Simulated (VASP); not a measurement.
# Mg: saddle point by the improved dimer method

Mg, defect, 15 atoms in the cell. PBE, improved dimer method; PAW potentials Mg (PBE set).

Path: a Mg atom hops into a neighbouring Mg vacancy; Length of the hop (Å): 3.197; Atoms free in the vibrations (from 0): 1, 3, 7, 9, 11.

## Input

INCAR.step1:
```
SYSTEM = Mg
PREC     = Accurate       ! precision mode
ENCUT    = 200            ! plane-wave cutoff, eV
EDIFF    = 1E-7           ! SCF threshold, eV
ISMEAR   = 1              ! smearing method
SIGMA    = 0.1            ! smearing width, eV
LREAL    = .False.        ! projectors in reciprocal space
LASPH    = .True.         ! aspherical terms in the spheres
NELM     = 100            ! most SCF steps
ALGO     = Normal         ! electronic algorithm
LWAVE    = .False.        ! write WAVECAR
LCHARG   = .False.        ! write CHGCAR
ISYM     = 0            
KPAR     = 4            
IBRION   = 2              ! ionic algorithm
NSW      = 100            ! ionic steps
ISIF     = 2              ! what is computed and relaxed
EDIFFG   = -0.005         ! ionic threshold
POTIM    = 0.5            ! step
```

INCAR.step2, as INCAR.step1 but for:
```
- EDIFF = 1E-7
- EDIFFG = -0.005
+ EDIFF = 1E-6
+ EDIFFG = -0.02
```

INCAR.step3, as INCAR.step2 but for:
```
- IBRION = 2
- NSW = 100
- ISIF = 2
- POTIM = 0.5
+ IBRION = 44
+ NSW = 300
```

INCAR.step4, as INCAR.step3 but for:
```
- EDIFF = 1E-6
- IBRION = 44
- NSW = 300
- EDIFFG = -0.02
+ EDIFF = 1E-7
+ IBRION = 5
+ NFREE = 2
+ POTIM = 0.015
+ NSW = 1
```

KPOINTS:
```
k-points
0
Gamma
  3 3 2
```

POSCAR.step1:
```
Mg
1.0
    6.4186000000      0.0000000000      0.0000000000
   -3.2093000000      5.5586706568      0.0000000000
    0.0000000000      0.0000000000     10.4206000000
Mg
15
Direct
    0.3333333334      0.1666666666      0.8750000000
    0.3333333334      0.6666666666      0.3750000000
    0.3333333334      0.6666666666      0.8750000000
    0.8333333334      0.1666666666      0.3750000000
    0.8333333334      0.1666666666      0.8750000000
    0.8333333334      0.6666666666      0.3750000000
    0.8333333334      0.6666666666      0.8750000000
    0.1666666666      0.3333333334      0.1250000000
    0.1666666666      0.3333333334      0.6250000000
    0.1666666667      0.8333333334      0.1250000000
    0.1666666667      0.8333333334      0.6250000000
    0.6666666666      0.3333333334      0.1250000000
    0.6666666666      0.3333333334      0.6250000000
    0.6666666666      0.8333333334      0.1250000000
    0.6666666666      0.8333333334      0.6250000000
```

POSCAR.step2:
```
Mg
1.0
    6.4186000000      0.0000000000      0.0000000000
   -3.2093000000      5.5586706568      0.0000000000
    0.0000000000      0.0000000000     10.4206000000
Mg
15
Direct
    0.3333333334      0.1666666666      0.8750000000
    0.3333333334      0.6666666666      0.3750000000
    0.3333333334      0.6666666666      0.8750000000
    0.8333333334      0.1666666666      0.3750000000
    0.8333333334      0.1666666666      0.8750000000
    0.8333333334      0.6666666666      0.3750000000
    0.8333333334      0.6666666666      0.8750000000
    0.3333333333      0.1666666666      0.3750000000
    0.1666666666      0.3333333334      0.6250000000
    0.1666666667      0.8333333334      0.1250000000
    0.1666666667      0.8333333334      0.6250000000
    0.6666666666      0.3333333334      0.1250000000
    0.6666666666      0.3333333334      0.6250000000
    0.6666666666      0.8333333334      0.1250000000
    0.6666666666      0.8333333334      0.6250000000
```

POSCAR.step3:
```
Mg                                      
1.0
    6.4186000000      0.0000000000      0.0000000000
   -3.2093000000      5.5586706568      0.0000000000
    0.0000000000      0.0000000000     10.4206000000
Mg
15
Direct
    0.3281939805      0.1643725440      0.8686360428
    0.3248390889      0.6683972404      0.3650860081
    0.3201082140      0.6688900328      0.8661729508
    0.8407346055      0.1733898408      0.3648230057
    0.8281971899      0.1707767531      0.8658084130
    0.8269320765      0.6744512587      0.3647382859
    0.8302090943      0.6716968924      0.8681837539
    0.2502165391      0.2575420696      0.2407325049
    0.1628341462      0.3395133547      0.6191781927
    0.1602792223      0.8402166370      0.1197927572
    0.1586988373      0.8402573900      0.6171581343
    0.6608800194      0.3387717639      0.1191551482
    0.6517179324      0.3416888529      0.6136224706
    0.6568459028      0.8394467405      0.1195048744
    0.6580114514      0.8347933484      0.6152231387

   -0.0440790599      0.0254490363     -0.0495413613
   -0.0386459335      0.0087375315     -0.0656749185
   -0.0367202393      0.0098488228     -0.0495418267
   -0.0268898950      0.0290996128     -0.0656748268
   -0.0268894493      0.0268762268     -0.0495417314
   -0.0323218836      0.0186610551     -0.0677741013
   -0.0342472888      0.0197726586     -0.0474425919
    0.4797482291     -0.2769827166      0.7901372638
   -0.0439178268      0.0253559504     -0.0492958989
   -0.0382742005      0.0091382868     -0.0659205053
   -0.0369062311      0.0099275688     -0.0492962646
   -0.0270510879      0.0285773100     -0.0659204068
   -0.0270506429      0.0269979254     -0.0492961604
   -0.0326933625      0.0188755455     -0.0679342210
   -0.0340611280      0.0196651859     -0.0472824489
```

POSCAR.step4:
```
Mg
1.0
    6.4186000000      0.0000000000      0.0000000000
   -3.2093000000      5.5586706568      0.0000000000
    0.0000000000      0.0000000000     10.4206000000
Mg
15
Selective dynamics
Direct
    0.3257873911      0.1723596894      0.8738333729  F F F
    0.3170510884      0.7027384348      0.3745139361  T T T
    0.3318833332      0.6634362058      0.8641218697  F F F
    0.7982477739      0.1828868280      0.3742817314  T T T
    0.8338206918      0.1653359113      0.8636774562  F F F
    0.8142252563      0.6854580439      0.3671623023  F F F
    0.8320345650      0.6656062058      0.8672469141  F F F
    0.2455404460      0.2562872782      0.2418448945  T T T
    0.1609257935      0.3371474575      0.6101294611  F F F
    0.1719293965      0.8088623480      0.1095481002  T T T
    0.1544000672      0.8453185924      0.6198677185  F F F
    0.6917602065      0.3276459601      0.1092585215  T T T
    0.6521057108      0.3429745349      0.6194119016  F F F
    0.6743322757      0.8248332371      0.1165006217  F F F
    0.6546543046      0.8433139920      0.6164168793  F F F
```

POSCAR.step5:
```
Mg
1.0
    6.4186000000      0.0000000000      0.0000000000
   -3.2093000000      5.5586706568      0.0000000000
    0.0000000000      0.0000000000     10.4206000000
Mg
15
Selective dynamics
Direct
    0.3333334486      0.1666665513      0.8750000014  F F F
    0.3353137232      0.6676564342      0.3750000034  T T T
    0.3341078827      0.6670537327      0.8750000056  F F F
    0.8323435649      0.1646862759      0.3749999930  T T T
    0.8329462668      0.1658921179      0.8749999963  F F F
    0.8323432487      0.6676567511      0.3749999982  F F F
    0.8329461426      0.6670538575      0.8750000010  F F F
    0.1693074348      0.3306925406      0.1274048760  T T T
    0.1693074579      0.3306925667      0.6225951240  F F F
    0.1693070492      0.8386148502      0.1274047718  T T T
    0.1693070620      0.8386148513      0.6225952500  F F F
    0.6613851466      0.3306929370      0.1274047496  T T T
    0.6613851529      0.3306929526      0.6225952289  F F F
    0.6666665378      0.8333334518      0.1279873604  F F F
    0.6666665482      0.8333334626      0.6220126403  F F F
```

Commands (each step's output is kept before the next begins):
```
cat potpaw_PBE.64/Mg/POTCAR > POTCAR
cp INCAR.step1 INCAR
cp POSCAR.step1 POSCAR
mpirun -np 4 vasp_std > vasp.out
cp INCAR.step2 INCAR
cp POSCAR.step2 POSCAR
mpirun -np 4 vasp_std > vasp.out
# the block under the positions in POSCAR is the starting axis: the straight line between the two relaxed ends
cp INCAR.step3 INCAR
cp POSCAR.step3 POSCAR
mpirun -np 4 vasp_std > vasp.out
# POSCAR: the saddle point
cp INCAR.step4 INCAR
cp POSCAR.step4 POSCAR
mpirun -np 4 vasp_std > vasp.out
# POSCAR: the relaxed minimum
cp POSCAR.step5 POSCAR
mpirun -np 4 vasp_std > vasp.out
```

## Result

- Barrier (eV): 0.358
- Barrier with zero-point energies (eV): 0.353
- Imaginary frequency (cm⁻¹): 73
- Imaginary modes at the saddle: 1
- Attempt frequency (THz): 3.2
- Force evaluations of the dimer: 45
- Largest force left (eV/Å): 0.0114
- Ionic steps, all stages: 120
- Electronic steps, all stages: 639

Vibrations (cm⁻¹; a negative value is imaginary):

| Mode | Minimum | Saddle |
|---|---|---|
| 1 | 232 | 251 |
| 2 | 211 | 221 |
| 3 | 209 | 208 |
| 4 | 202 | 200 |
| 5 | 192 | 200 |
| 6 | 175 | 199 |
| 7 | 162 | 166 |
| 8 | 160 | 164 |
| 9 | 149 | 135 |
| 10 | 136 | 128 |
| 11 | 131 | 116 |
| 12 | 112 | 109 |
| 13 | 95 | 96 |
| 14 | 94 | 67 |
| 15 | 78 | -73 |

Harmonic rate, classical:

| Temperature (K) | Jumps per second |
|---|---|
| 300 | 3.1e+06 |
| 600 | 3.1e+09 |
| 900 | 3.1e+10 |

The cell is Mg (16 atoms) with one Mg atom missing.

Limits: the cell holds 15 atoms, so the vacancy or interstitial meets its own images and the barrier isn't that of a lone defect; the attempt frequency counts the hopping atom and the four atoms nearest to it, while all others are held.

VASP 6.6.1 took 1131 s on 4 cores (Intel Xeon Platinum 8259CL @ 2.50GHz (Skylake/Cascade Lake)), a shared host.
